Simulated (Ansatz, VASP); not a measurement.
# One calculation of Ti, two programs

```
CELL_PARAMETERS angstrom
4.48875 0.00000 0.00000
-2.24437 3.88737 0.00000
0.00000 0.00000 2.77813
ATOMIC_POSITIONS crystal
Ti 0.00000 0.00000 0.00000
Ti 0.33333 0.66667 0.50000
Ti 0.66667 0.33333 0.50000
```

Alike in both runs: task single point; functional BLYP; k mesh 9 × 9 × 12; occupations fermi-dirac, width 0.1 eV; no spin polarisation.

|  | VASP | Ansatz |
| --- | --- | --- |
| version | VASP 6.6.1 | Ansatz 0.2.0 |
| potentials or method | VASP PAW PBE potentials, release 64 (Ti_sv) | plane waves (420 eV) with PAW, scalar-relativistic |
| plane-wave cutoff (eV) | 520 | 420 |
| valence electrons in the cell | 36 | 36 |

|  | VASP | Ansatz | Ansatz less VASP |
| --- | --- | --- | --- |
| pressure (GPa) | 10.1 | 10.2 | +0.08 |
| largest component of the traceless stress (GPa) | 0.37 | 0.36 | -0.004 |

With one functional, cell and mesh, what is left measures potentials, basis and numerics.

Caveats: the PAW data sets were made with another functional, which shifts forces and pressure a little (VASP).
